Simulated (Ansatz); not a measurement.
Wanted: the native input for an Ansatz 0.2.0 run.

| Property | Result |
| --- | --- |
| Task | band structure |
| Functional | BLYP |
| Potentials or basis | Ansatz PAW |
| Cutoff | 420 eV (not typed: the program's choice for these potentials) |
| k mesh | 12 × 12 × 12 |
| Occupations | fermi-dirac, width 0.05 eV |
| Spin | no spin polarisation |
| Path | [["G", "X", "W", "K", "G", "L", "U", "W", "L", "K"], ["U", "X"]] |
| Points for each segment of the path | 14 |

Crystal: Rh.

```xyz
1
Lattice="0.0000 1.8979 1.8979 1.8979 0.0000 1.8979 1.8979 1.8979 0.0000" Properties=species:S:1:pos:R:3 pbc="T T T"
Rh    0.0000    0.0000    0.0000
```

One way to write it, as run:

input.yaml

```yaml
crystal:
  lattice:
    - [0.0, 1.89785, 1.89785]
    - [1.89785, 0.0, 1.89785]
    - [1.89785, 1.89785, 0.0]
  atoms:
    - { symbol: Rh, position: [0.0, 0.0, 0.0] }
hamiltonian:
  xc: blyp
  pseudopotentials: { kind: paw }
kpoints:
  mp_grid: { grid: [12, 12, 12] }
  band_path:
    path:
      - [[0.0, 0.0, 0.0], [0.5, 0.0, 0.5], [0.5, 0.25, 0.75], [0.375, 0.375, 0.75], [0.0, 0.0, 0.0], [0.5, 0.5, 0.5], [0.625, 0.25, 0.625], [0.5, 0.25, 0.75], [0.5, 0.5, 0.5], [0.375, 0.375, 0.75]]
      - [[0.625, 0.25, 0.625], [0.5, 0.0, 0.5]]
    npoints: 14
scf:
  occupations: { method: fermi_dirac, width: 0.05 }
  n_extra_bands: 6
output:
  forces: true
  stress: true
  eigenvalues: true
  fatbands: false
```

Potentials or basis: Ansatz PAW.

Run with:

```sh
$ ansatz run input.yaml --threads 2 --pin off --max-ram 5632MiB --backend cpu --events-out ev --progress --plain --runs-dir out
```

It gave:

The pressure is 21.3 GPa and the band gap on the k mesh is none (metal or under the smearing width).

Caveat: so large a pressure means that the cell lies far from this level's equilibrium, or that cutoff or potentials fall short; the PAW data sets come from PBE, with cores solved anew for the run's functional, which leaves a small shift of forces and pressure.

It took 1.2 s on 2 threads of Arm Neoverse V1 (shared host), peak memory 0.25 GiB.
